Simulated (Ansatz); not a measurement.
The system is Ti.

```
Ti
1.0
     0.00000    2.03000    2.03000
     2.03000    0.00000    2.03000
     2.03000    2.03000    0.00000
Ti
1
Cartesian
  0.0000 0.0000 0.0000
```

This isn't the form of Ti at room conditions, which is hcp.

Base run:

* Program: Ansatz 0.2.0
* Functional: PBE
* Potentials or basis: Ansatz PAW
* Cutoff: 420 eV (not typed: the program's choice for these potentials)
* k mesh: 11 × 11 × 11
* Occupations: fermi-dirac, width 0.05 eV
* Spin: no spin polarisation

Its results: band gap on the k mesh none (metal or under the smearing width); pressure 4.2 GPa.

**Question.** The run is repeated on the same cell with these changes: functional from PBE to revPBE. What comes out?

**Answer.** Band gap on the k mesh none (metal or under the smearing width); pressure 6.7 GPa.

revPBE binds less tightly than PBE, so the same cell stands under more pressure.

Caveats: the PAW data sets come from PBE, with cores solved anew for the run's functional, which leaves a small shift of forces and pressure (some runs).
